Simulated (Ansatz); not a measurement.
# SiNi: frozen-core PAW against all-electron methods

```
Si Ni
1.0
     3.02662    0.00000    0.00000
     0.00000    3.27350    0.00000
     0.00000    0.00000    4.69776
Si Ni
2 2
Direct
  0.50000 0.50000 0.84230
  0.00000 0.00000 0.15770
  0.50000 0.50000 0.34422
  0.00000 0.00000 0.65578
```

Atom numbers follow the list: Si1, Si2, Ni3, Ni4.

The cell is COD entry 2300377, as deposited and not checked against the literature; nothing was relaxed.

All numbers are computed: DFT, PBE, PAW with Ansatz's default frozen-core files, scalar-relativistic (Ansatz 0.2.0); DFT, PBE, all-electron LAPW, scalar-relativistic (Ansatz 0.2.0).

For PAW: a Γ-centred 13×12×9 k mesh, Fermi–Dirac smearing of 0.03 eV, cutoff 420 eV, spin-polarised from start moments Ni3 1.5, Ni4 1.5 μB (the moments died away, and the run ended non-magnetic). LAPW targets a basis error of 1 meV/atom. The Ansatz runs share mesh, smearing and spin set-up. Plane-wave (PAW) pressures include the program's estimate of the Pulay term.

Stress and pressure are positive in compression.

Levels count from the Fermi level.

PAW results:

```json
{"quantity": "pressure (GPa)", "PAW": "1.12"}
{"quantity": "stress xx (GPa)", "PAW": "1.05"}
{"quantity": "stress yy (GPa)", "PAW": "1.10"}
{"quantity": "stress zz (GPa)", "PAW": "1.21"}
{"quantity": "force on Si1, z (eV/Å)", "PAW": "0.102"}
{"quantity": "force on Ni3, z (eV/Å)", "PAW": "-0.121"}
{"quantity": "highest filled level at X (eV)", "PAW": "-1.631"}
{"quantity": "lowest empty level at X (eV)", "PAW": "1.646"}
{"quantity": "highest filled level at Y (eV)", "PAW": "-2.051"}
{"quantity": "lowest empty level at Y (eV)", "PAW": "1.230"}
{"quantity": "highest filled level at Γ (eV)", "PAW": "-1.095"}
{"quantity": "lowest empty level at Γ (eV)", "PAW": "0.738"}
```

What does all-electron LAPW give for the same quantities?


```csv
quantity,LAPW
pressure (GPa),1.10
stress xx (GPa),1.03
stress yy (GPa),1.10
stress zz (GPa),1.18
"force on Si1, z (eV/Å)",0.102
"force on Ni3, z (eV/Å)",-0.118
highest filled level at X (eV),-1.635
lowest empty level at X (eV),1.648
highest filled level at Y (eV),-2.052
lowest empty level at Y (eV),1.232
highest filled level at Γ (eV),-1.097
lowest empty level at Γ (eV),0.735
```
